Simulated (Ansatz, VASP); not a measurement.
# AgCl in two plane-wave programs

Wanted: the spread between two codes on one cell, functional and k mesh. The cell is taken from a series of VASP runs on this material, whose earlier steps may have relaxed, scaled or displaced it; both programs get it as it stands. Other levels of theory on this material are compared in a session of their own.

Method: plane waves, with VASP 6.6.1 beside it; band structure at PBE and band structure at r2SCAN, DFT+U, in Ansatz 0.2.0.

## 1. The starting structure

It takes space group Fm-3m (No. 225, cubic). The conventional cell has a = 5.545 Å, b = 5.545 Å, c = 5.545 Å, α = 90.00°, β = 90.00°, γ = 90.00°. Nearest to Ag lie 6 Cl at 2.77 Å. Cl has 6 Ag at 2.77 Å nearest. Farther neighbours and most contacts between anions are not listed.

## 2. VASP: band structure, PBE

Levels along a path test the potential and the projectors away from the mesh points.

Lines of VASP's logs that name or quote its potential files are left out, and so is its time.

The input, INCAR:

```
SYSTEM = AgCl
PREC = Accurate
ENCUT = 350
EDIFF = 1E-06
NELM = 100
ISMEAR = 0
SIGMA = 0.03
LREAL = .FALSE.
ALGO = Normal
GGA = PE
NBANDS = 21
LORBIT = 11
LWAVE = .FALSE.
LCHARG = .FALSE.
KPAR = 4
```

The input, POSCAR:

```
AgCl
1.0
    0.0000000000      2.7726629968      2.7726629968
    2.7726629968      0.0000000000      2.7726629968
    2.7726629968      2.7726629968      0.0000000000
Ag Cl
1 1
Direct
    0.0000000000      0.0000000000      0.0000000000
    0.5000000000      0.5000000000      0.5000000000
```

The input, KPOINTS:

```
Automatic mesh
0
Gamma
6 6 6
0 0 0
```

The input, KPOINTS_OPT:

```
Line mode
10
Line-mode
Reciprocal
  0.00000000   0.00000000   0.00000000 GAMMA
  0.50000000   0.00000000   0.50000000 X

  0.50000000   0.00000000   0.50000000 X
  0.50000000   0.25000000   0.75000000 W

  0.50000000   0.25000000   0.75000000 W
  0.37500000   0.37500000   0.75000000 K

  0.37500000   0.37500000   0.75000000 K
  0.00000000   0.00000000   0.00000000 GAMMA

  0.00000000   0.00000000   0.00000000 GAMMA
  0.50000000   0.50000000   0.50000000 L

  0.50000000   0.50000000   0.50000000 L
  0.62500000   0.25000000   0.62500000 U

  0.62500000   0.25000000   0.62500000 U
  0.50000000   0.25000000   0.75000000 W

  0.50000000   0.25000000   0.75000000 W
  0.50000000   0.50000000   0.50000000 L

  0.50000000   0.50000000   0.50000000 L
  0.37500000   0.37500000   0.75000000 K

  0.62500000   0.25000000   0.62500000 U
  0.50000000   0.00000000   0.50000000 X
```

PAW data sets: Ag and Cl (PBE family, release 64).

Started as:

```bash
$ mpirun -np 4 vasp_std
```

Numbers of over 12 decimals in the logs are rounded to 6 here.

The program printed:

```text
[banner, memory and clock lines left out]
running    4 mpi-ranks, on    1 nodes
 distrk:  each k-point on    1 cores,    4 groups
 distr:  one band on    1 cores,    1 groups

 POSCAR found type information on POSCAR AgCl
 POSCAR found :  2 types and       2 ions
 LDA part: xc-table for (Slater+PW92), standard interpolation
 POSCAR, INCAR and KPOINTS ok, starting setup
 FFT: planning ... GRIDC
 FFT: planning ... GRID_SOFT
 FFT: planning ... GRID
 WAVECAR not read
 entering main loop
       N       E                     dE             d eps       ncg     rms          rms(c)
DAV:   1     0.797615801657E+02    0.79762E+02   -0.65868E+03   704   0.555E+02
DAV:   2    -0.272584532318E+01   -0.82487E+02   -0.75494E+02   777   0.160E+02
DAV:   3    -0.555807121963E+01   -0.28322E+01   -0.28175E+01   800   0.295E+01
DAV:   4    -0.557668396824E+01   -0.18613E-01   -0.18610E-01   757   0.260E+00
DAV:   5    -0.557689403555E+01   -0.21007E-03   -0.21007E-03   844   0.267E-01    0.616E+00
DAV:   6    -0.539855035221E+01    0.17834E+00   -0.11934E-01   825   0.483E+00    0.407E+00
DAV:   7    -0.539353914620E+01    0.50112E-02   -0.74806E-02   782   0.144E+00    0.192E+00
DAV:   8    -0.539302316049E+01    0.51599E-03   -0.42184E-03   772   0.553E-01    0.244E-01
DAV:   9    -0.539306079934E+01   -0.37639E-04   -0.41783E-04   792   0.230E-01    0.355E-02
DAV:  10    -0.539311371557E+01   -0.52916E-04   -0.63309E-05   780   0.666E-02    0.272E-02
DAV:  11    -0.539312399556E+01   -0.10280E-04   -0.12949E-05   762   0.228E-02    0.675E-03
DAV:  12    -0.539312399386E+01    0.17001E-08   -0.50461E-07   630   0.398E-03
   1 F= -.53931240E+01 E0= -.53931240E+01  d E =-.765550E-33
 Start KPOINTS_OPT (optional k-point list driver)
k-point batch [1-16\100]
       N       E                     dE             ncg
DAV:   1     0.137075407334E+04   -0.49725E+04      720
DAV:   2     0.149858326638E+02   -0.13558E+04      762
DAV:   3    -0.314199292199E+02   -0.46406E+02      810
DAV:   4    -0.317159556404E+02   -0.29603E+00      815
DAV:   5    -0.317194144970E+02   -0.34589E-02      811
DAV:   6    -0.317194705356E+02   -0.56039E-04      837
DAV:   7    -0.317194715112E+02   -0.97565E-06      718
[...]
k-point batch [97-100\100]
       N       E                     dE             ncg
DAV:   1     0.680332180809E+04   -0.18406E+04      176
DAV:   2     0.647288895470E+04   -0.33043E+03      196
DAV:   3     0.646299475284E+04   -0.98942E+01      216
DAV:   4     0.646293633865E+04   -0.58414E-01      193
DAV:   5     0.646293568205E+04   -0.65660E-03      211
DAV:   6     0.646293567206E+04   -0.99955E-05      219
DAV:   7     0.646293567190E+04   -0.15288E-06      179
```

Parts of OUTCAR (step 2):

```text
ion  position               nearest neighbor table
   1  0.000  0.000  0.000-   2 2.77   2 2.77   2 2.77   2 2.77   2 2.77   2 2.77
   2  0.500  0.500  0.500-   1 2.77   1 2.77   1 2.77   1 2.77   1 2.77   1 2.77

  LATTYP: Found a face centered cubic cell.
 ALAT       =     5.5453259936

 Subroutine GETGRP returns: Found 48 space group operations
 (whereof 48 operations were pure point group operations)

The static configuration has the point symmetry O_h .

 Found     16 irreducible k-points:

   k-points           NKPTS =     16   k-points in BZ     NKDIM =     16   number of bands    NBANDS=     21

   dimension x,y,z NGX =    24 NGY =   24 NGZ =   24
   dimension x,y,z NGXF=    48 NGYF=   48 NGZF=   48

   ENCUT  =  350.0 eV  25.72 Ry    5.07 a.u.   5.98  5.98  5.98*2*pi/ulx,y,z

   NELECT =      18.0000    total number of electrons

 k-points in reciprocal lattice and weights: Automatic mesh
   0.00000000  0.00000000  0.00000000       0.005
   0.16666667  0.00000000  0.00000000       0.037
   0.33333333  0.00000000  0.00000000       0.037
   0.50000000  0.00000000  0.00000000       0.019
   0.16666667  0.16666667  0.00000000       0.028
   0.33333333  0.16666667  0.00000000       0.111
   0.50000000  0.16666667  0.00000000       0.111
  -0.33333333  0.16666667  0.00000000       0.111
  -0.16666667  0.16666667  0.00000000       0.056
[...]
-0.33333333  0.33333333  0.16666667       0.111
  -0.33333333  0.50000000  0.16666667       0.056

 average (electrostatic) potential at core
       1 -73.1180       2 -91.4913

 E-fermi :   4.0773

 k-point     1 :       0.0000    0.0000    0.0000
  band No.  band energies     occupation
    ...
      5       1.4281      2.00000
      6       1.4281      2.00000
      7       1.5015      2.00000
      8       1.5015      2.00000
      9       1.5015      2.00000
     10       4.7303      0.00000
     11      14.6839      0.00000
     12      14.6839      0.00000
     13      14.6839      0.00000
     14      16.2078      0.00000
    ...

 k-point     2 :       0.1667    0.0000    0.0000
  band No.  band energies     occupation
    ...
      5       1.4766      2.00000
      6       1.4766      2.00000
      7       1.7188      2.00000
      8       2.5288      2.00000
      9       2.5288      2.00000
     10       5.8681      0.00000
     11      12.7185      0.00000
     12      13.9566      0.00000
     13      13.9566      0.00000
     14      15.8097      0.00000
    ...

 k-point     3 :       0.3333    0.0000    0.0000
  band No.  band energies     occupation
    ...
      5       1.6585      2.00000
      6       1.6585      2.00000
      7       1.9365      2.00000
      8       3.4430      2.00000
      9       3.4430      2.00000
     10       7.5161      0.00000
     11      10.8516      0.00000
     12      12.2213      0.00000
     13      12.2213      0.00000
     14      16.5847      0.00000
    ...

  Total        0.2964200      0.2964200      0.2964200      0.0000000      0.0000000     -0.0000000
  in kB       11.1402967     11.1402967     11.1402967      0.0000000      0.0000000     -0.0000000
  external PRESSURE =      11.1402967 kB  Pullay stress =       0.0000000 kB

  energy-cutoff  :      350.00
  volume of cell :       42.63
      direct lattice vectors                 reciprocal lattice vectors
     0.000000000  2.772662997  2.772662997    -0.180332049  0.180332049  0.180332049
     2.772662997  0.000000000  2.772662997     0.180332049 -0.180332049  0.180332049
     2.772662997  2.772662997  0.000000000     0.180332049  0.180332049 -0.180332049

 POSITION                                       TOTAL-FORCE (eV/Angst)
 -----------------------------------------------------------------------------------
      0.00000      0.00000      0.00000         0.000000     -0.000000      0.000000
      2.77266      2.77266      2.77266        -0.000000      0.000000      0.000000
 -----------------------------------------------------------------------------------
    total drift:                                0.000000     -0.000000     -0.000000

  FREE ENERGIE OF THE ION-ELECTRON SYSTEM (eV)
  ---------------------------------------------------
  free  energy   TOTEN  =        -5.3931239939 eV

  energy  without entropy=       -5.3931239939  energy(sigma->0) =       -5.39312399

 total charge
# of ion       s       p       d       tot
------------------------------------------
    1        0.199   0.139   9.369   9.707
    2        1.603   3.471   0.000   5.074
--------------------------------------------------
tot          1.801   3.610   9.369  14.781

[... 3 further parts left out ...]
```

The run ends at a pressure of 1.11 GPa.

## 3. Ansatz: band structure, PBE

Ansatz runs on its default PAW (the set named soft_2) files.

The same cell, functional, mesh and smearing now go to Ansatz, which takes its cutoff from its data sets.

The input, input.yaml:

```yaml
crystal:
  lattice:
    - [0.0, 2.7726629968, 2.7726629968]
    - [2.7726629968, 0.0, 2.7726629968]
    - [2.7726629968, 2.7726629968, 0.0]
  atoms:
    - { symbol: Ag, position: [0.0, 0.0, 0.0] }
    - { symbol: Cl, position: [0.5, 0.5, 0.5] }
hamiltonian:
  xc: pbe
  pseudopotentials: { kind: paw }
kpoints:
  mp_grid: { grid: [6, 6, 6] }
  band_path:
    path:
      - [0.0, 0.0, 0.0]
      - [0.16667, 0.0, 0.16667]
      - [0.33333, 0.0, 0.33333]
      - [0.5, 0.0, 0.5]
      - [0.5, 0.08333, 0.58333]
      - [0.5, 0.19444, 0.69444]
      - [0.5, 0.25, 0.75]
      - [0.45833, 0.29167, 0.75]
      - [0.40278, 0.34722, 0.75]
      - [0.375, 0.375, 0.75]
      - [0.20833, 0.20833, 0.41667]
      - [0.08333, 0.08333, 0.16667]
      - [0.0, 0.0, 0.0]
      - [0.22222, 0.22222, 0.22222]
      - [0.38889, 0.38889, 0.38889]
      - [0.5, 0.5, 0.5]
      - [0.51389, 0.47222, 0.51389]
      - [0.55556, 0.38889, 0.55556]
      - [0.61111, 0.27778, 0.61111]
      - [0.61111, 0.25, 0.63889]
      - [0.56944, 0.25, 0.68056]
      - [0.51389, 0.25, 0.73611]
      - [0.5, 0.27778, 0.72222]
      - [0.5, 0.38889, 0.61111]
      - [0.5, 0.47222, 0.52778]
      - [0.48611, 0.48611, 0.52778]
      - [0.43056, 0.43056, 0.63889]
      - [0.38889, 0.38889, 0.72222]
      - [0.59722, 0.19444, 0.59722]
      - [0.55556, 0.11111, 0.55556]
      - [0.5, 0.0, 0.5]
    npoints: 1
scf:
  occupations: { method: gaussian, width: 0.03 }
  n_extra_bands: 7
output:
  forces: true
  stress: true
  eigenvalues: true
```

Started as:

```bash
$ ansatz run input.yaml --threads 2 --pin off --max-ram 4608MiB --backend cpu --events-out ev --progress --plain --runs-dir out
```

The program printed:

```text
scf.n_extra_bands = 7 over 13 filled bands (N_el = 26.0): the run solves 20 bands
Engine: ansatz 0.2.0, aarch64-unknown-linux-gnu
Pseudopotentials: kind: paw
Pseudopotential: Ag, paw, valence charge 19, recommended cutoff 420 eV (normal), Ag.paw.azcp
Pseudopotential: Cl, paw, valence charge 7, recommended cutoff 420 eV (normal), Cl.paw.azcp
Functional definition: PBE
  parameter kappa = 0.804
  parameter beta = 0.066725
  exchange = pbe_x(kappa = kappa, mu = beta*pi^2/3)
  correlation = pbe_c(beta = beta)
Crystal: 2 atoms, lattice volume = 42.631 Å³
Basis set: ecut = 420 eV, 869 PW (Γ), exchange–correlation on 54×54×54 points (8 copies of the dense FFT grid, shifted against one another)
Bands: 20, of which v1, the nominal top of the filled ones, is band 13 counted from 1 (12 counted from 0)
Symmetry: 48 space group operations
Space group: Fm-3m (ITA 225), of the structure as read, at distance tolerance 3.5e-5 Å
k-points: 16 of 216
Non-local potential: Ag, projectors of the file, l = 0: 3, l = 1: 2, l = 2: 2, l = 3: 1
Non-local potential: Cl, projectors of the file, l = 0: 2, l = 1: 2, l = 2: 2
PAW form: soft (Blöchl's): semilocal exchange-correlation on the pseudo side does not see the compensation charge
PAW one-centre angular grid: Ag, 590 points (default); XC on 64 Gauss nodes
PAW one-centre angular grid: Cl, 110 points (default); XC on 64 Gauss nodes
Initial density: superposition of atomic densities (neutral atoms: chi_scale 0, normalization atom), corrected by the library's trained network
Initial wavefunctions: pseudopotential atomic-orbital guess
Functional: x = pbe(κ = 0.804, μ = 0.219515), c = pbe(β = 0.066725)
SCF iter   1: F=—  HF=-8670.889804 eV  |F-HF|=—  |Δ(HF+E_count)|=         —  Δρ=5.35e-4  dr2=6.68e-5  ethr=1.77e-3  ⟨swp⟩=5.6  Hψ=1565  notcnv=0
preconditioner: auto → none  [insulator: Δε(μ)=0.906 eV  Ē_g=13.667 eV  σ=0.030 eV  W_gap=1.00  n_scr=14 (ndim 8)  ℏωp=24.1 eV  f_vac=0.036  D(μ)=0.00/eV (n_scr^D=0)  ε∞_Penn≈4.1]
SCF iter   2: F=—  HF=-8670.890441 eV  |F-HF|=—  |Δ(HF+E_count)|=   6.36e-4  Δρ=2.22e-4  dr2=1.14e-5  ethr=2.57e-7  ⟨swp⟩=2.9  Hψ=739  notcnv=0  defer=17
SCF iter   3: F=—  HF=-8670.890454 eV  |F-HF|=—  |Δ(HF+E_count)|=   1.33e-5  Δρ=9.99e-5  dr2=1.41e-6  ethr=4.37e-8  ⟨swp⟩=2.0  Hψ=418  notcnv=0  defer=17
iter 4 did not close the SCF: its close was put off for the readings that it lacked (scf_convergence_deferred on its scf_iter line)
SCF iter   4: F=-8670.890459 eV  HF=-8670.890459 eV  |F-HF|=4.02e-7  |Δ(HF+E_count)|=   5.06e-6  Δρ=2.23e-5  dr2=8.37e-8  ethr=5.44e-9  ⟨swp⟩=2.0  Hψ=415  notcnv=0  defer=17
iter 5 did not close the SCF: its close was put off for the readings that it lacked (scf_convergence_deferred on its scf_iter line)
SCF iter   5: F=-8670.890460 eV  HF=-8670.890460 eV  |F-HF|=5.42e-10  |Δ(HF+E_count)|=   4.40e-7  Δρ=4.45e-6  dr2=5.91e-9  ethr=3.22e-10  ⟨swp⟩=2.0  Hψ=422  notcnv=0  defer=17
SCF iter   6: F=-8670.890460 eV  HF=-8670.890460 eV  |F-HF|=1.46e-9  |Δ(HF+E_count)|=   3.32e-9  Δρ=2.44e-6  dr2=2.19e-9  ethr=2.27e-11  ⟨swp⟩=4.9  Hψ=1290  notcnv=0
SCF 1 converged in 6 iterations: F = -8670.890460 eV  dr2 = 2.19e-9
  greatest PAW one-centre occupation: 1.000 electrons in one spin orbital (limit 2), on the Ag atom at site 0 (counted from 0), in its partial waves of l = 0
NSCF: frozen V_eff on 31 k-points
SCF converged after 6 iterations
Free energy (F): -8670.890460 eV
Harris-Foulkes:  -8670.890460 eV  (|F-HF|=1.46e-9)
Internal energy: -8670.890460 eV  (E = F + TS)
E sigma→0 (E₀):  -8670.890460 eV
Fermi energy:    8.569120 eV
--- Per-component energies (eV) ---
  E_band       = -358.261637
  E_kinetic    = 689.411244
  E_local      = -3209.802780  (includes V_loc(G=0)·N_el)
  E_nonlocal   = 112.625838
  E_hartree    = 1408.807490
  E_xc         = -290.095035
  E_vxc        = -354.328353  (∫ρ·V_xc dr)
  E_paw        = -4564.837382  (= ΣΔE_a)
  E_vpaw       = -413.779538  (= ΣTr[D̂ρ^β])
  E_aug_tail   = 0.000409  (compensation charges beyond the density's cutoff)
  E_ewald      = -2817.000242
  E_smearing   = -0.000000  (= −TS)
  E_closure    = 0.000000  (closes the sum)
  Σ components = -8670.890460   (vs F -8670.890460, Δ=0.00e0)
--- Forces (eV/Å), atoms counted from 1 ---
  atom   1  Ag    -0.00000000     0.00000000    -0.00000000
  atom   2  Cl     0.00000000     0.00000000     0.00000000
  max |Σ_I F_I| component: 4.93e-30 eV/Å
--- Stress (GPa, compression-positive) ---
        1.647700       0.000000       0.000000
        0.000000       1.647700       0.000000
       -0.000000      -0.000000       1.647700
  P = ⅓ Tr σ = 1.6477 GPa (16.477 kbar)
--- Band table (eV; the first three rows and the last of 16) ---
  k-point 0: bands = [... 9 lower, 5.7093, 5.7924, 5.7924, 5.7924, 9.0237, 18.8089, 18.8089, 18.8089, ... 3 higher]
  k-point 1: bands = [... 9 lower, 5.7593, 6.0031, 6.8146, 6.8146, 10.1610, 16.9456, 18.1409, 18.1409, ... 3 higher]
  k-point 2: bands = [... 9 lower, 5.9407, 6.2199, 7.7275, 7.7275, 11.8053, 15.1227, 16.4373, 16.4373, ... 3 higher]
  k-point 15: bands = [... 9 lower, 6.1472, 6.1548, 6.1788, 6.8047, 11.6790, 15.8847, 16.2725, 17.0213, ... 3 higher]
```

Run time: 0.72 s. Hardware: 2 threads of Arm Neoverse V2, shared host; peak memory 0.28 GiB.

The column dr2 measures how far the density is from self-consistency, as an energy; F and HF (Harris–Foulkes) agree once it is small.

## 4. Comparison

Known differences besides the potentials themselves: the data sets hold 26 valence electrons in Ansatz (default PAW (the set named soft_2) files) and 18 in VASP; the cutoff is 420 eV in Ansatz and 350 eV in VASP; VASP leaves aspherical gradient terms in its spheres out (LASPH is not set), Ansatz keeps them. Total energies have different zeros and are not compared.

The two programs side by side:

```tsv
quantity	Ansatz	VASP	difference
pressure (GPa)	1.65	1.11	+0.53
gap over the path points (eV)	0.911	0.902	+0.009
```

Levels at points of the path, from each program's valence-band top (eV; 4 filled, then empty):

```tsv
k (reciprocal lattice)	Ansatz	VASP
0.000 0.000 0.000	-2.40 -2.32 -2.32 -2.32 0.91 10.70 10.70	-2.40 -2.33 -2.33 -2.33 0.90 10.86 10.86
0.167 0.000 0.167	-2.36 -1.86 -1.86 -1.43 2.50 8.81 9.34	-2.35 -1.86 -1.86 -1.43 2.49 8.87 9.43
0.333 0.000 0.333	-2.26 -1.80 -1.80 -1.43 3.23 7.50 8.29	-2.26 -1.80 -1.80 -1.42 3.23 7.51 8.36
0.500 0.000 0.500	-2.21 -1.96 -1.96 -1.87 2.38 7.96 8.64	-2.21 -1.96 -1.96 -1.87 2.38 8.02 8.63
0.500 0.083 0.583	-2.01 -1.96 -1.95 -1.68 2.71 7.87 8.49	-2.00 -1.96 -1.94 -1.68 2.71 7.93 8.49
0.500 0.194 0.694	-1.96 -1.96 -1.94 -1.24 3.87 7.78 8.05	-1.96 -1.96 -1.94 -1.24 3.88 7.81 8.06
0.500 0.250 0.750	-1.99 -1.96 -1.96 -1.18 4.19 7.86 7.86	-1.99 -1.96 -1.96 -1.18 4.20 7.89 7.89
0.458 0.292 0.750	-2.00 -1.90 -1.84 -1.15 4.04 7.49 7.98	-2.00 -1.90 -1.84 -1.15 4.04 7.52 8.00
0.403 0.347 0.750	-2.02 -1.85 -1.68 -1.07 3.67 7.26 8.10	-2.01 -1.85 -1.68 -1.07 3.68 7.29 8.11
0.375 0.375 0.750	-2.02 -1.84 -1.65 -1.05 3.61 7.24 8.12	-2.02 -1.84 -1.65 -1.05 3.61 7.26 8.13
```

Among the levels compared at these points, filled levels agree within 7 meV and empty ones within 159 meV.

## 5. Ansatz: band structure, r2SCAN, DFT+U

Levels along a path test the potential and the projectors away from the mesh points.

The cell is taken from a series of VASP runs on this material, whose earlier steps may have relaxed, scaled or displaced it; both programs get it as it stands.

input.yaml, as its differences from that of step 3:

```diff
@@ -9,4 +9,5 @@
 hamiltonian:
-  xc: pbe
+  xc: r2scan
   pseudopotentials: { kind: paw }
+  hubbard: { sites: [{ species: Ag, l: d, u_eff: 2.5 }] }
 kpoints:
```

The program printed:

```text
Ag: projections on atomic orbitals take those of the free atom [Ar 3d10] 4s2 4p6 4d10 5s1, of charge +0.00 (hamiltonian.pseudopotentials.projection_atoms); the dataset's partial waves leave at most 1.2e-5 of an orbital's norm unspanned inside its sphere
[...]
k-point 0: bands = [... 9 lower, 4.2084, 5.3896, 5.3896, 5.3896, 9.2817, 18.9976, 18.9976, 18.9976, ... 3 higher]
  k-point 1: bands = [... 9 lower, 4.2322, 4.9932, 6.0441, 6.0441, 10.3883, 17.1375, 18.4389, 18.4389, ... 3 higher]
  k-point 2: bands = [... 9 lower, 4.4086, 4.9744, 6.9051, 6.9051, 12.0385, 15.3915, 16.7683, 16.7683, ... 3 higher]
  k-point 15: bands = [... 9 lower, 4.6935, 4.8133, 4.8748, 5.8226, 11.9448, 16.0063, 16.5319, 17.4707, ... 3 higher]
Occupation matrices written to <dir>
[key lines of the parts left out:]
SCF converged after 8 iterations
Free energy (F): -8688.710028 eV
Fermi energy:    8.279709 eV
P = ⅓ Tr σ = 0.4161 GPa (4.161 kbar)
```

Run time: 2 s. Hardware: 2 threads; peak memory 0.4 GiB; 3.7 s of CPU time.

[end of part 1 of 2]

[Lines on the potential files, build, host, timing and source positions are cut from VASP's logs without a mark.]

[Logs are printed without paths, hosts, clocks, repeated set-up lines and the standing remarks that a program may print on its own settings, such as how far it seeks lower states.]

[Hosts, paths, dates, database ids (printed as entryN), source tags and the programs' standing remarks are cut or masked in the printed files.]
